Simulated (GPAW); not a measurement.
# GaN (P6_3mc): G0W0 on several meshes in GPAW

Wanted: mesh dependence and cost of G0W0 for GaN (P6_3mc).

Method: PBE and many-body steps on it, plane waves, in GPAW 26.7.0.

Report form: the programs' logs are mostly left out.

The database entry behind the starting cell differs from later determinations by our own check (about 0.3 % short, ideal inner coordinate), so it need not match the best structure at ambient conditions.

### Step 1. Set-up

It takes space group P6_3mc (No. 186, hexagonal). The conventional cell has a = 3.180 Å, b = 3.180 Å, c = 5.166 Å, α = 90.00°, β = 90.00°, γ = 120.00°. Ga has 4 N at 1.94 to 1.95 Å nearest. N has 4 Ga at 1.94 to 1.95 Å nearest. Farther neighbours and most contacts between anions are not listed.

Structure file:

```xyz
4
Lattice="3.1800 0.0000 0.0000 -1.5900 2.7540 0.0000 0.0000 0.0000 5.1660" Properties=species:S:1:pos:R:3 pbc="T T T"
Ga    0.0000    1.8360    0.0000
Ga    1.5900    0.9180    2.5830
N     0.0000    1.8360    1.9373
N     1.5900    0.9180    4.5203
```

The cell and positions come from the Crystallography Open Database and are kept as given unless a step says otherwise.

### Step 2. Empty states on the mesh, 6×6×4 mesh, 416 bands

This step: GPAW 26.7.0; DFT, PBE, plane waves, PAW.

The sums over transitions need many empty states on a uniform mesh; this step solves for them.

Contents of run.py:

```python
import json
import numpy as np
from gpaw.mpi import world
from gpaw import GPAW

calc = GPAW('gs.gpw').fixed_density(kpts={'size': (6, 6, 4), 'gamma': True},
    parallel={'domain': 1, 'band': 1},
    txt='nscf.txt')
calc.diagonalize_full_hamiltonian(nbands=416)
calc.write('full.gpw', mode='all')
res = {}
kpts = calc.get_ibz_k_points()
res['kpts'] = kpts
res['eigenvalues'] = [calc.get_eigenvalues(kpt=k) for k in range(len(kpts))]
res['n_electrons'] = calc.get_number_of_electrons()

if world.rank == 0:
    with open('result.json', 'w') as f:
        json.dump(res, f, default=lambda x: x.tolist())
```

Launch:

```sh
mpirun -n 4 gpaw python run.py
```

Elapsed: 35 s, on 4 MPI ranks of Arm Neoverse V1, shared host; peak memory 1.6 GiB.

Numbers from this step:

| Item | Value |
| --- | --- |
| gap | 2.050 eV |
| k of the valence top | 0, 0, 0 |
| k of the conduction bottom | 0, 0, 0 |
| least direct gap | 2.050 eV |
| k points computed | 24 |
| lowest point of the top converged band, above the valence top | 233.1297 eV |

On this mesh the gap is 2.050 eV.

### Step 3. 6×6×4

Now the one-shot GW correction: screening in the RPA, then the self-energy of the levels asked for.

This step: G0W0 on PBE, plane waves, PAW.

Contents of run.py:

```python
import json
import numpy as np
from gpaw.mpi import world
from gpaw.response.g0w0 import G0W0

gw = G0W0('full.gpw',
    filename='gw',
    kpts=[0],
    bands=(6, 10),
    ecut=150,
    nbands=188,
    integrate_gamma='WS',
    ppa=True)
gw.calculate()
res = {mode: {k: v for k, v in r.items() if k != 'sigma_eskwn'}
       for mode, r in gw.all_results.items()}

if world.rank == 0:
    with open('result.json', 'w') as f:
        json.dump(res, f, default=lambda x: x.tolist())
```

Launch:

```sh
mpirun -n 4 gpaw python run.py
```

Wall time 3.7 min (4 MPI ranks); peak memory 1.2 GiB; 15 min of CPU time.

This step gave:

| Property | Result |
| --- | --- |
| G0W0 gap on the points computed | 3.525 eV |
| least direct G0W0 gap on the computed points | 3.525 eV |
| Z at the valence top | 0.7832 |
| Z at the conduction bottom | 0.8153 |
| starting gap on the mesh | 2.050 eV |
| k of the valence top | 0, 0, 0 |
| k of the conduction bottom | 0, 0, 0 |

The gap on the mesh goes from 2.05 eV to 3.53 eV, a correction of +1.48 eV.

### Step 4. Empty states on the mesh, 3×3×2 mesh, 198 bands

This step: DFT, PBE, plane waves, PAW.

Contents of run.py:

```python
import json
import numpy as np
from gpaw.mpi import world
from gpaw import GPAW

calc = GPAW('gs.gpw').fixed_density(kpts={'size': (3, 3, 2), 'gamma': True},
    parallel={'domain': 1, 'band': 1},
    txt='nscf.txt')
calc.diagonalize_full_hamiltonian(nbands=198)
calc.write('full.gpw', mode='all')
res = {}
kpts = calc.get_ibz_k_points()
res['kpts'] = kpts
res['eigenvalues'] = [calc.get_eigenvalues(kpt=k) for k in range(len(kpts))]
res['n_electrons'] = calc.get_number_of_electrons()

if world.rank == 0:
    with open('result.json', 'w') as f:
        json.dump(res, f, default=lambda x: x.tolist())
```

Launch:

```sh
mpirun -n 4 gpaw python run.py
```

Wall time 11 s (4 MPI ranks); peak memory 1.2 GiB; 43 s of CPU time.

This step gave:

```yaml
gap: 2.050 eV
k_of_the_valence_top: 0, 0, 0
k_of_the_conduction_bottom: 0, 0, 0
least_direct_gap: 2.050 eV
k_points_computed: 6
lowest_point_of_the_top_converged_band_above_the_valence_top: 136.2501 eV
```

On this mesh the gap is 2.050 eV.

### Step 5. 3×3×2

This step: G0W0 on PBE, plane waves, PAW.

Contents of run.py:

```python
import json
import numpy as np
from gpaw.mpi import world
from gpaw.response.g0w0 import G0W0

gw = G0W0('full.gpw',
    filename='gw',
    kpts=[0],
    bands=(6, 10),
    ecut=150,
    nbands=188,
    integrate_gamma='WS',
    ppa=True)
gw.calculate()
res = {mode: {k: v for k, v in r.items() if k != 'sigma_eskwn'}
       for mode, r in gw.all_results.items()}

if world.rank == 0:
    with open('result.json', 'w') as f:
        json.dump(res, f, default=lambda x: x.tolist())
```

Launch:

```sh
mpirun -n 4 gpaw python run.py
```

The job ended after 15 s (4 MPI ranks; peak memory 1.1 GiB; 60 s of CPU time).

Numbers from this step:

```
G0W0 gap on the points computed              : 3.495 eV
least direct G0W0 gap on the computed points : 3.495 eV
Z at the valence top                         : 0.7780
Z at the conduction bottom                   : 0.8083
starting gap on the mesh                     : 2.050 eV
k of the valence top                         : 0, 0, 0
k of the conduction bottom                   : 0, 0, 0
```

Against G0W0 in GPAW (6×6×4 mesh, 188 bands, screening to 150 eV, Godby-Needs plasmon pole), the gap moves by −0.031 eV.

### Step 6. Side by side

Times are wall times on 4 MPI ranks of Arm Neoverse V1, shared host, good to a factor of about two.

| run | mesh | bands | screening cutoff (eV) | DFT gap (eV) | gap on the mesh (eV) | direct (eV) | time |
| --- | --- | --- | --- | --- | --- | --- | --- |
| 6×6×4 | 6×6×4 | 188 | 150 | 2.050 | 3.525 | 3.525 | 3.7 min |
| 3×3×2 | 3×3×2 | 188 | 150 | 2.050 | 3.495 | 3.495 | 15 s |

### Step 7. Outcome

| Item | Value |
| --- | --- |
| 6×6×4 | 3.525 eV |
| 3×3×2 | 3.495 eV |
| known limits | not at the basis limit; no spin-orbit coupling; coarse k mesh |

In words: 3×3×2: −0.031 eV against 6×6×4. Bands and cutoff are finite, so the gap is not at the basis limit. The miss can reach some tenths of an eV and take either sign; the mesh is an error of its own. These stock PAW sets were not made for GW; the filled d or f shell of Ga lies in the frozen core, which bears on start and correction. In the G0W0 runs levels were corrected at 1 k point alone, so a gap called «on the mesh» is the least over those, and an edge elsewhere would be missed. The many-body steps are scalar-relativistic: spin-orbit coupling is not in them.

[Paths, hosts, dates, memory and timing lines, banners, echoed tables and standing remarks are left out of the program output.]

[Logs are printed without paths, hosts, clocks, repeated set-up lines and the standing remarks that a program may print on its own settings, such as how far it seeks lower states.]

[Runs of the session that timed out or met a known fault of the program may be left out.]

[Hosts, paths, dates, database ids (printed as entryN), source tags and the programs' standing remarks are cut or masked in the printed files.]
